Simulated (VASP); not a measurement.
The system is BeTe.

```xyz
2
Lattice="0.0000 2.8318 2.8318 2.8318 0.0000 2.8318 2.8318 2.8318 0.0000" Properties=species:S:1:pos:R:3 pbc="T T T"
Be    2.8318    2.8318    2.8318
Te    4.2477    4.2477    4.2477
```

The cell was built by a generator and needn't be a form met in nature.

Base run:

```yaml
Program: VASP 6.6.1
Functional: PBE
Potentials_or_basis: VASP PAW PBE potentials, release 64 (Be, Te)
Cutoff: 520 eV
k_mesh: 8 × 8 × 8
Occupations: gaussian, width 0.02 eV
Spin: no spin polarisation
```

Its results: band gap on the k mesh 2.01 eV, indirect (least direct gap 3.62 eV); pressure 0.1 GPa.

The run is repeated on the same cell with these changes: functional from PBE to r2SCAN. What comes out?

Band gap on the k mesh 2.38 eV, indirect (least direct gap 4.03 eV); pressure 0.0 GPa.

r2SCAN gives the wider gap, since meta-GGAs in the generalised Kohn-Sham scheme recover part of the derivative discontinuity.

Caveats: spin-orbit coupling is left out, which moves the levels of the heavy elements; the PAW data sets were made with another functional, which shifts forces and pressure a little (some runs).

A k mesh can miss the band edges.
